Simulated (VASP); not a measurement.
Input of a VASP 6.6.1 run:

INCAR

```
PREC = Accurate
ENCUT = 600
EDIFF = 1E-7
ISMEAR = 0
SIGMA = 0.01
LREAL = False
LASPH = True
NELM = 100
ALGO = Normal
ISIF = 3
LWAVE = False
LCHARG = False
GGA = PS
IBRION = 2
NSW = 80
EDIFFG = -0.001
PSTRESS = 300.0
```

KPOINTS

```
Automatic mesh
0
Gamma
  8 8 8
```

The input POSCAR:

```
CdF2
1.0
    0.0000000000      2.6919668587      2.6919668587
    2.6919668587      0.0000000000      2.6919668587
    2.6919668587      2.6919668587      0.0000000000
Cd F
1 2
Direct
    0.0000000000      0.0000000000      0.0000000000
    0.2500000000      0.2500000000      0.2500000000
    0.7500000000      0.7500000000      0.7500000000
```

Potentials or basis: VASP PAW PBE potentials, release 64 (Cd, F).

Run with:

```console
$ cat potpaw_PBE.64/Cd/POTCAR potpaw_PBE.64/F/POTCAR > POTCAR
$ mpirun -np 1 vasp_std > vasp.out
```

(1) Estimate the band gap on the k mesh.

(2) What does it give for the relaxed volume?

(3) Estimate the relaxed cell.

Results:

(1) 3.51 eV, indirect (least direct gap 3.72 eV).

(2) 10.96 Å³/atom.

(3) a = 3.596 Å, b = 3.596 Å, c = 3.596 Å, α = 60.00°, β = 60.00°, γ = 60.00°.

Caveat: the cell is relaxed towards a set pressure, so the enthalpy falls and the energy may rise; the volume moved by over 15 % at a fixed basis, so the end points are rough; the PAW data sets were made with another functional, which shifts forces and pressure a little.
